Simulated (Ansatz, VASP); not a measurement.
**CdTe: VASP beside Ansatz**

```
CELL_PARAMETERS angstrom
0.00000 3.27996 3.27996
3.44756 0.00000 3.27996
3.44756 3.27996 0.00000
ATOMIC_POSITIONS crystal
Cd 0.00000 0.00000 0.00000
Te 0.25000 0.25000 0.25000
```

Change from the starting cell: uniaxial_x strain +5.1%.

Alike in both runs: task single point; functional r2SCAN; k mesh 6 × 6 × 6; no spin polarisation.

|  | VASP | Ansatz |
| --- | --- | --- |
| version | VASP 6.6.1 | Ansatz 0.2.0 |
| potentials or method | VASP PAW PBE potentials, release 64 (Cd, Te) | plane waves, PAW |
| plane-wave cutoff (eV) | 520 | 500 |
| occupations | gaussian, width 0.01 eV | fixed |
| valence electrons in the cell | 18 | 36 |

Ansatz gave:

```
gap on the k mesh at the Fermi level (eV)       : 0.94
pressure (GPa)                                  : -1.8
largest component of the traceless stress (GPa) : 0.66
```

Q: What did VASP give for the same quantities?

A: gap on the k mesh at the Fermi level (eV): 0.93; pressure (GPa): -1.8; largest component of the traceless stress (GPa): 0.66.

The two sets of potentials don't hold the same shells in valence.

Caveats: the PAW data sets were made with another functional, which shifts forces and pressure a little (VASP); spin-orbit coupling is left out, which moves the levels of the heavy elements.
